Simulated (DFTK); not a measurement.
A run of DFTK 0.8.2:

File run.jl:

```julia
using DFTK
using PseudoPotentialData
using Unitful, UnitfulAtomic
using LinearAlgebra, Printf
include("save.jl")
disable_threading()

lines = readlines("GaN.cif")
tag(name) = parse(Float64, split(only(filter(startswith(name), lines)))[2])
a, b, c = tag.(["_cell_length_a", "_cell_length_b", "_cell_length_c"])
α, β, γ = deg2rad.(tag.(["_cell_angle_alpha", "_cell_angle_beta", "_cell_angle_gamma"]))
cx, cy  = cos(β), (cos(α) - cos(β) * cos(γ)) / sin(γ)
lattice = austrip(1u"Å") * [a b*cos(γ) c*cx; 0 b*sin(γ) c*cy; 0 0 c*sqrt(1 - cx^2 - cy^2)]
sites     = split.(lines[findlast(startswith("_atom_site_"), lines)+1:end])
symbols   = [Symbol(s[2]) for s in sites]
positions = [parse.(Float64, s[5:7]) for s in sites]
pseudopotentials = Dict(:Ga => "Ga.upf", :N => "N.upf")
elements = Dict(s => ElementPsp(s, pseudopotentials; rcut=10.0) for s in unique(symbols))
atoms    = [elements[s] for s in symbols]

build_model(lattice, positions; symmetries=true) =
    model_DFT(lattice, atoms, positions;
              functionals=r2SCAN(),
              temperature=austrip(0.05u"eV"),
              smearing=Smearing.FermiDirac(),
              symmetries)
Ecut  = 45.0  # hartree
kgrid = [8, 8, 8]
tol   = 1e-6
to_GPa = ustrip(uconvert(u"GPa", 1u"hartree/bohr^3"))

model = build_model(lattice, positions)
basis = PlaneWaveBasis(model; Ecut, kgrid)
display(basis)
scfres = self_consistent_field(basis;
                               tol,
                               nbandsalg=AdaptiveBands(model; n_bands_converge=14),
                               solver=ScfAndersonSolver())
display(scfres.energies)
@printf "Fermi level: %.6f eV\n" ustrip(auconvert(u"eV", something(scfres.εF, NaN)))
forces = compute_forces_cart(scfres)
println("Forces (eV/Å)")
for (s, f) in zip(symbols, forces)
    @printf "%-3s %12.6f %12.6f %12.6f\n" s ustrip.(auconvert.(u"eV/Å", f))...
end
stress = compute_stresses_cart(scfres)
println("Stress (GPa)")
display(round.(stress * to_GPa; digits=4))
println("Levels at the first k-point (eV): ", round.(ustrip.(auconvert.(u"eV", scfres.eigenvalues[1][1:scfres.n_bands_converge])); digits=4))
save_scf!(scfres; forces, stress)

points = Dict("G" => [0.0, 0.0, 0.0], "K" => [0.375, 0.375, 0.75], "L" => [0.5, 0.5, 0.5], "U" => [0.625, 0.25, 0.625], "W" => [0.5, 0.25, 0.75], "X" => [0.5, 0.0, 0.5])
segments = [("G", "X", 7), ("X", "W", 4), ("W", "K", 3), ("K", "G", 7), ("G", "L", 6), ("L", "U", 4), ("U", "W", 3), ("W", "L", 5), ("L", "K", 4), ("U", "X", 3)]
kcoords = vcat([[points[a] + t * (points[b] - points[a]) for t in range(0, 1, n)] for (a, b, n) in segments]...)
bands = compute_bands(scfres, ExplicitKpoints(kcoords); n_bands=16, tol=1e-5)
for (k, ε) in zip(bands.basis.kpoints, bands.eigenvalues)
    @printf "%d %8.4f %8.4f %8.4f " k.spin k.coordinate...
    println(join([@sprintf("%9.4f", e) for e in ustrip.(auconvert.(u"eV", ε .- scfres.εF))]))
end
results["band_energies"] = rows(bands.eigenvalues); results["band_kpoints"] = rows(kcoords)
```

Contents of GaN.cif:

```cif
data_GaN
_cell_length_a 3.18693112
_cell_length_b 3.18693112
_cell_length_c 3.18693112
_cell_angle_alpha 60.00000000
_cell_angle_beta 60.00000000
_cell_angle_gamma 60.00000000
_space_group_name_H-M_alt 'P1'
_space_group_name_Hall 'P 1'
_space_group_IT_number 1
loop_
_space_group_symop_operation_xyz
'x,y,z'
loop_
_atom_site_label
_atom_site_type_symbol
_atom_site_symmetry_multiplicity
_atom_site_Wyckoff_symbol
_atom_site_fract_x
_atom_site_fract_y
_atom_site_fract_z
_atom_site_occupancy
Ga1 Ga 1 a 0.0000000000 0.0000000000 0.0000000000 1
N1 N 1 a 0.2500000000 0.2500000000 0.2500000000 1
```

Potentials or basis: SG15 1.2 (PBE).

Command:

```bash
$ julia --threads=1 run.jl  # save.jl only writes the numbers to a file and isn't shown; printed stress counts tension as positive; times include loading and compiling
```

Hardware: 1 thread of Intel(R) Xeon(R) Platinum 8488C (Sapphire Rapids), on a shared host.

Problem. Estimate the wall time of this run.

Solution. Run time: 4.6 min on 1 thread of Intel(R) Xeon(R) Platinum 8488C (Sapphire Rapids), with other jobs on the host, peak memory 1.7 GiB. Counts: scf iterations 11, k points 43, plane waves 2252, bands 14.
